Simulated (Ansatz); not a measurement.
# Ba₄Ti₃O₁₀ — ¹⁷O NMR of the central transition

Cell: a computed structure from the Materials Project (it need not be an observed phase).

Space group Fmm2 (No. 42); a = 5.7800, b = 29.3775, c = 5.8059 Å.

| site | Wyckoff | site symmetry | x | y | z |
| --- | --- | --- | --- | --- | --- |
| Ba1 | 8c | m.. | 0.5000 | 0.9324 | 0.4923 |
| Ba2 | 8c | m.. | 0.5000 | 0.7987 | 0.4947 |
| Ti5 | 4a | mm2 | 0.5000 | 0.5000 | 0.4759 |
| Ti6 | 8c | m.. | 0.5000 | 0.6373 | 0.4774 |
| O8 | 8c | m.. | 0.5000 | 0.2964 | 0.5098 |
| O9 | 8c | m.. | 0.5000 | 0.5681 | 0.5086 |
| O10 | 8d | .m. | 0.7417 | 0.5000 | 0.2638 |
| O12 | 16e | 1 | 0.2416 | 0.1370 | 0.2603 |

One atom of each set is listed; the run and its k-mesh use a cell of 17 atoms with edges of 14.97, 4.10, 14.97 Å.

Computed with Ansatz: DFT, r2SCAN, plane waves and PAW (field gradients read without the response of the frozen cores, which leaves them typically 4 to 6 % off), scalar-relativistic, 500 eV cutoff, Γ-centred 5×5×5 k-points, Fermi–Dirac smearing 0.02 eV.

¹⁷O has I = 5/2 and Q = -25.58 mb (Pyykkö 2018); at 11.7 T its Larmor frequency is ν₀ = 67.6 MHz. Only the quadrupole interaction is simulated: positions count from each site's isotropic chemical shift, and J coupling is left out, as are shift anisotropy and dipolar coupling, which fast spinning averages.

Simulated pattern of one O site (fast magic-angle spinning, Gaussian broadening 0.03 kHz):

```tsv
offset (kHz)	height
-0.8456	0
-0.8254	1
-0.8053	3
-0.7851	5
-0.7649	6
-0.7448	6
-0.7246	6
-0.7044	6
-0.6843	6
-0.6641	6
-0.6439	6
-0.6238	6
-0.6036	7
-0.5834	7
-0.5633	7
-0.5431	9
-0.5229	33
-0.5028	79
-0.4826	79
-0.4624	59
-0.4423	50
-0.4221	45
-0.4019	43
-0.3818	41
-0.3616	40
-0.3414	40
-0.3213	40
-0.3011	40
-0.2809	41
-0.2608	42
-0.2406	44
-0.2204	47
-0.2003	51
-0.1801	58
-0.1599	72
-0.1398	100
-0.1196	100
-0.0994	38
-0.0793	3
-0.0591	0
```

**Question.** Which |C_Q| and η does the pattern imply?

**Answer.** The pattern spans 0.705 kHz before broadening and its centre of gravity is at -0.324 kHz, which fixes P_Q; the places of the horns and steps fix η. That gives P_Q = 1.91 MHz, |C_Q| = 1.91 MHz and η = 0.05, the values that the calculation gives site O9 (2 Ti at 2.01–2.04 Å, angle 169°; also 4 Ba at 2.81–3.00 Å). The other sites have |C_Q| = 0.592, 1.53, 1.52 MHz. The sign of C_Q can't be read from the pattern.

At O9 V_zz points along the line of its two bonds (within 1°).

The largest force is 0.3 eV/Å, so the atoms aren't at the calculated equilibrium and relaxing them would move these values.
